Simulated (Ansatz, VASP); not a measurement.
Two plane-wave programs on BN

```
B N
1.0
     0.00000    1.80750    1.82557
     1.80750    0.00000    1.82557
     1.80750    1.80750    0.00000
B N
1 1
Direct
  0.00000 0.00000 0.00000
  0.25000 0.25000 0.25000
```

Change from the starting cell: z stretched by +1 %, ions relaxed.

Alike in both runs: functional PBE; k mesh 14 × 14 × 14; occupations fermi-dirac, width 0.02 eV; no spin polarisation.

Ansatz relaxed the structure, and its values are those at the end. VASP's run is a single point on that final structure, the one shown.

|  | VASP | Ansatz |
| --- | --- | --- |
| version | VASP 6.6.1 | Ansatz 0.2.0 |
| potentials or method | VASP PAW PBE potentials, release 64 (B, N) | plane-wave PAW, scalar-relativistic |
| plane-wave cutoff (eV) | 520 | 420 |
| valence electrons in the cell | 8 | 8 |

```tsv
	VASP	Ansatz	Ansatz less VASP
gap on the k mesh at the Fermi level (eV)	4.36	4.37	+0.012
pressure (GPa)	-0.5	-0.7	-0.24
```

With one functional, cell and mesh, what is left measures potentials, basis and numerics. Ansatz warned: «stress_scf_threshold_loose».

A k mesh can miss the band edges.
